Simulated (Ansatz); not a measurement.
Input for Ansatz (plane-wave DFT, PAW):

```yaml
crystal:
  lattice:
    - [13.6, 0.0, 0.0]
    - [0.0, 12.9, 0.0]
    - [0.0, 0.0, 5.0740210708]
  atoms:
    - { symbol: Si, position: [0.3294981682, 0.4308127035, 0.0045635116], spin: 0.3 }
    - { symbol: Si, position: [0.5568339439, 0.4308127035, 0.0045635116], spin: 0.3 }
    - { symbol: Si, position: [0.4431660561, 0.638374593, 0.0045635116], spin: 0.3 }
    - { symbol: Si, position: [0.4431660561, 0.361625407, 0.5045635116], spin: 0.3 }
    - { symbol: Si, position: [0.6705018318, 0.361625407, 0.5045635116], spin: 0.3 }
    - { symbol: Si, position: [0.5568339439, 0.5691872965, 0.5045635116], spin: 0.3 }
    - { symbol: C, position: [0.3294981682, 0.4308127035, 0.3804364884], spin: 0.3 }
    - { symbol: C, position: [0.5568339439, 0.4308127035, 0.3804364884], spin: 0.3 }
    - { symbol: C, position: [0.4431660561, 0.638374593, 0.3804364884], spin: 0.3 }
    - { symbol: C, position: [0.4431660561, 0.361625407, 0.8804364884], spin: 0.3 }
    - { symbol: C, position: [0.6705018318, 0.361625407, 0.8804364884], spin: 0.3 }
    - { symbol: C, position: [0.5568339439, 0.5691872965, 0.8804364884], spin: 0.3 }
basis:
  ecutwfc: 420
kpoints:
  mp_grid: { grid: [1, 1, 7] }
hamiltonian:
  xc: pbe
scf:
  occupations: { method: gaussian, width: 0.05 }
output:
  forces: true
  stress: true
  eigenvalues: true
  populations: true
  write_density: true
  write_potential: true
  elf: true
  volumetric_format: npy
magnetization:
  spin_polarized: true
relax:
  adjacent_minimum: "off"
  f_tol: 0.02
  max_steps: 45
  cell: { fix: [a, b, alpha, beta, gamma], stress_tol: 0.03 }
```

Command:
```bash
ansatz run input.yaml --threads 4 --pin off --max-ram 11264MiB --backend cpu --events-out ev --progress --plain --runs-dir out
```

Computed with Ansatz 0.2.0, DFT PBE, scalar-relativistic, plane waves, PAW.

Part of what the program printed, abridged (final results; tables in files aren't shown):

```
SCF 20 converged in 6 iterations: F = -5304.780461 eV  dr2 = 3.85e-11
WARN: The output density's exchange-correlation potential varies sharply where the density is thin. Do not read a vacuum level from v_tot or v_xc, or from such a field of the output density. On a cell that repeats whose density bears no net charge and no dipole along the vacuum's axis use v_es (v_loc + v_h of the components); under efield.dipole_correction with no amplitude use v_es + v_field, which holds any external_charges[].barrier, or the levels of the report's work_function block, which leave it out; under a non-zero efield.amplitude the vacuum is tilted and has no level; on a cell that repeats and bears such a dipole with no correction it is tilted too, and efield.dipole_correction wi ...
SCF converged after 6 iterations
Magnetization: 1.4286 μB (24.7143 up, 23.2857 down)
Absolute magnetization: 1.6826 μB (∫|ρ↑−ρ↓|, with the PAW one-centre terms)
Spin contamination: 0.0685 ħ² per cell (⟨S²⟩ above its minimum at these occupations)
Per-site moments (μB) at R_I (Å): [(0.00043636, 0.71567109), (0.00899464, 0.72459206), (0.00076281, 0.71561449), (-0.00149625, 0.71048138), (0.00101658, 0.71910028), (-0.00170369, 0.71039024), (0.11887408, 0.71048138), (0.06935545, 0.77208626), (0.11558877, 0.71039024), (0.03284977, 0.65259606), (0.36176881, 0.71910028), (0.03398623, 0.65259606)]
Free energy (F): -5304.780461 eV
Harris-Foulkes:  -5304.780461 eV  (|F-HF|=2.89e-10)
Internal energy: -5304.773563 eV  (E = F + TS)
E sigma→0 (E₀):  -5304.777012 eV
Entropy (-TS):   -0.006898 eV (-0.575 meV/atom)
Fermi energy:    -3.351389 eV
--- Per-component energies (eV) ---
  E_band       = -433.420653
  E_kinetic    = 767.855971
  E_local      = -7986.802431  (includes V_loc(G=0)·N_el)
  E_nonlocal   = 318.118023
  E_hartree    = 3572.921273
  E_xc         = -612.620238
  E_vxc        = -627.717209  (∫ρ·V_xc dr)
  E_paw        = -3668.643807  (= ΣΔE_a)
  E_vpaw       = -50.717473  (= ΣTr[D̂ρ^β])
  E_aug_tail   = 0.000078  (compensation charges beyond the density's cutoff)
  E_ewald      = 2304.397568
  E_smearing   = -0.006898  (= −TS)
--- Forces (eV/Å), atoms counted from 1 ---
  atom   1  Si    -0.00096765     0.00150820     0.00622173
  atom   2  Si    -0.00098100     0.00083478    -0.00643408
  atom   3  Si    -0.00267240    -0.00077832     0.00479961
  atom   4  Si    -0.01221807    -0.01582560    -0.00416337
  atom   5  Si     0.00114505    -0.00053755     0.01175446
  atom   6  Si     0.00790362     0.01849061    -0.00268785
  atom   7  C      0.00803559     0.00516316    -0.00513665
  atom   8  C     -0.00251502     0.00179179     0.00213863
  atom   9  C     -0.00009868    -0.01008241    -0.00557327
  atom  10  C      0.00441343     0.00114626    -0.00112398
  atom  11  C     -0.00469579     0.00354790    -0.00037305
  atom  12  C      0.00264872    -0.00525735     0.00058041
--- Stress (GPa, compression-positive) ---
       -0.002216       0.002445       0.003934
        0.002445      -0.002025      -0.002098
        0.003934      -0.002098      -0.002363
  P = ⅓ Tr σ = -0.0022 GPa (-0.022 kbar)
--- Band table (eV; the first three rows and the last of 8) ---
  k-point 0 ↑: bands = ["-19.2701", "-16.1630", "-15.3013", "-15.1587", "-13.9881", "-12.6345", "-12.4768", "-11.1439", "-10.0389", "-9.4493", "-8.8510", "-8.2017", "-7.8657", "-7.6398", "-6.6965", "-6.1974", "-6.1735", "-5.7511", "-4.9508", "-4.7965", "-4.4376", "-4.4370", "-4.0090", "-3.5372", "-3.3661", "-2.0830", "-1.8806", "-1.2166", "-0.7034", "-0.0241", "0.2365", "0.8299", "1.1468", "1.4882", "1.5698", "1.6129", "2.1256", "2.4236"]
  k-point 1 ↑: bands = ["-19.2236", "-16.2966", "-15.2512", "-15.1811", "-14.0605", "-12.6579", "-12.3507", "-11.1505", "-9.8827", "-9.7328", "-8.6325", "-8.0279", "-7.7702", "-7.6269", "-6.9489", "-6.4793", "-5.9406", "-5.5331", "-4.9862", "-4.8120", "-4.4298", "-4.3828", "-4.1371", "-3.5215", "-3.3293", "-2.0821", "-2.0054", "-1.2318", "-0.7826", "0.0058", "0.0701", "0.9859", "1.0717", "1.5834", "1.6073", "1.6771", "2.0493", "2.3716"]
  k-point 2 ↑: bands = ["-19.1060", "-16.6260", "-15.1213", "-15.1009", "-14.2643", "-13.0318", "-11.8524", "-11.0104", "-10.1040", "-9.5504", "-8.4102", "-8.0330", "-7.7161", "-7.5122", "-6.9549", "-6.6402", "-5.8132", "-5.4157", "-5.0319", "-4.7717", "-4.4144", "-4.4010", "-4.1311", "-3.5916", "-3.3975", "-2.2244", "-2.0145", "-1.3051", "-0.8803", "-0.2150", "0.0252", "0.7787", "1.3252", "1.6122", "1.7245", "1.8150", "2.0111", "2.3703"]
  k-point 3 ↓: bands = ["-18.9178", "-16.8179", "-14.8226", "-14.6632", "-14.0565", "-13.2595", "-11.4978", "-10.7641", "-9.8761", "-9.1627", "-8.7043", "-7.8613", "-7.7854", "-7.1323", "-6.8213", "-6.2335", "-5.7803", "-5.4747", "-4.6609", "-4.4802", "-4.0562", "-3.9262", "-3.8634", "-3.4755", "-2.6542", "-2.2789", "-1.8568", "-1.3333", "-0.8208", "-0.3708", "0.0181", "0.7183", "1.1651", "1.7431", "2.0463", "2.2672", "2.3844", "2.6257"]
--- Relaxed structure (18 steps of the walk, 16 accepted, 2 SCFs on fresh bases) ---
  F+E_penalty+E_count = -5304.78046107 eV   max|allowed force component| = 1.849e-2 eV/Å   (the final SCF, on the basis selected at the relaxed cell)
  cell:  # Å, volume = 937.5475 Å³
    - [13.6, 1.45305637e-112, -6.89070104e-112]
    - [1.37826671e-112, 12.9, -5.33758562e-113]
    - [-2.57085016e-112, -2.09945906e-113, 5.34397818]
  atoms:
    - { symbol: Si, position: [0.34571093, 0.44737005, 0.08441193] }
    - { symbol: Si, position: [0.56782691, 0.42413760, 0.02567153] }
    - { symbol: Si, position: [0.43739817, 0.61510575, 0.08462518] }
    - { symbol: Si, position: [0.43812256, 0.38393138, 0.51303645] }
    - { symbol: Si, position: [0.68073760, 0.35731326, 0.50972203] }
    - { symbol: Si, position: [0.53554419, 0.56292491, 0.51309095] }
    - { symbol: C, position: [0.33171518, 0.36734691, 0.34290515] }
    - { symbol: C, position: [0.56141503, 0.42825014, 0.37539957] }
    - { symbol: C, position: [0.49572553, 0.66831153, 0.34319037] }
    - { symbol: C, position: [0.44545416, 0.42777395, 0.84433635] }
    - { symbol: C, position: [0.65681207, 0.36837899, 0.82908665] }
    - { symbol: C, position: [0.50353761, 0.53403171, 0.84452378] }
--- Löwdin populations: 12 sites ---
  site symbol q [e]    m [muB]
     0     Si      3.2607    -0.0209
     1     Si      2.9060    -0.0052
     2     Si      3.2599    -0.0178
     3     Si      3.0019    -0.0301
     4     Si      3.4701    -0.0405
     5     Si      3.0044    -0.0309
     6      C      4.7380     0.2594
     7      C      4.9065     0.1136
     8      C      4.7407     0.2522
     9      C      4.6634     0.0684
    10      C      4.6578     0.7862
    11      C      4.6652     0.0708
  spilling = 0.015112 (of n_electrons = 48.000000)
```

The relaxation met its thresholds.

Time: 3.1 min on 4 threads of Intel(R) Xeon(R) 6975P-C (Granite Rapids) (shared host), peak memory 1.4 GiB.